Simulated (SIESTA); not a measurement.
# WS2 under changes of volume

One of the cells (27.815 Å³/atom); the others are scaled copies at fixed shape and fractional positions:

```
W S
1.0
     3.18295    0.00000    0.00000
    -1.59148    2.75652    0.00000
     0.00000    0.00000   28.53222
W S
3 6
Direct
  0.66667 0.33333 0.43436
  0.66667 0.33333 0.88553
  0.00000 0.00000 0.65929
  0.66667 0.33333 0.60463
  0.00000 0.00000 0.37971
  0.00000 0.00000 0.83085
  0.66667 0.33333 0.71395
  0.00000 0.00000 0.48903
  0.00000 0.00000 0.94019
```

| Property | Result |
| --- | --- |
| Program | SIESTA 5.4.2 |
| Functional | PBEsol |
| Potentials or basis | PseudoDojo 0.4 standard (PBEsol files) |
| Basis | DZP (energy shift 0.003 Ry; two zetas on semicore shells) |
| Grid cutoff | 800 Ry |
| Energy shift | 0.003 Ry |
| k mesh | 8 × 8 × 1 |
| Occupations | fermi-dirac, width 0.05 eV |
| Spin | no spin polarisation |

| volume (Å³/atom) | energy over the lowest point (meV/atom) | gap on the mesh (eV) | largest force (eV/Å) |
| --- | --- | --- | --- |
| 26.146 | 39.71 | 1.56 | 1.631 |
| 26.703 | 17.43 | 1.56 | 1.170 |
| 27.259 | 4.52 | 1.55 | 0.745 |
| 27.815 | 0.00 | 1.54 | 0.350 |
| 28.372 | ? | ? | ? |
| 28.928 | 12.90 | 1.52 | 0.400 |
| 29.484 | 28.81 | 1.51 | 0.713 |

Problem. What does the run at 28.372 Å³/atom give?

Solution. Energy over the lowest point 3.04 meV/atom; gap on the mesh 1.53 eV; largest force 0.062 eV/Å.

Worked out: A Birch-Murnaghan fit of order 3 (a polynomial in V^(-2/3)) to the other rows has its minimum at 27.86 Å³/atom with B0 = V·E''(V) = 108 GPa and B' = 4.3 at fixed shape and positions, which overstates the stiffness. It gives 3.06 meV/atom at 28.372 Å³/atom, against the run's 3.04. A straight line through the other rows of the gap, of slope -0.446 eV per unit of ln V, gives 1.53 eV, against the run's 1.53.

Energies are extrapolated to zero smearing.

Caveats: short orbitals over semicore shells can move pressures by several GPa; spin-orbit coupling is left out, which moves the levels of the heavy elements; the basis of atomic orbitals isn't converged, which shifts pressures, moduli and gaps.

A mesh can miss the band edges.
